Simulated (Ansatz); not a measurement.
Level of theory: DFT PBE, scalar-relativistic, plane waves, PAW in Ansatz.

Plane waves to 420 eV, a k mesh through Γ of 10×10×10 on the computed 4-atom cell and Gaussian smearing (0.10 eV); no spin polarisation.

Structure with the computed forces (eV/Å) in the last three columns:

```xyz
4
Lattice="-2.9776 2.9776 2.6501 2.9776 -2.9776 2.6501 2.9776 2.9776 -2.6501" Properties=species:S:1:pos:R:3:forces:R:3 pbc="T T T" pressure_GPa=4.55
Sc    1.8321    1.1455    0.0000    1.1100   -1.1100    0.0000
Sc    1.1455    4.1232    0.0000   -1.1100   -1.1100    0.0000
Sc    1.8321   -1.1455    2.6501    1.1100    1.1100    0.0000
Sc    1.1455    1.8321    2.6501   -1.1100    1.1100    0.0000
```

Stress tensor (GPa, compression positive):

```
2.75 0.00 0.00
0.00 2.75 0.00
0.00 0.00 8.15
```

This form isn't the element's structure at ambient conditions.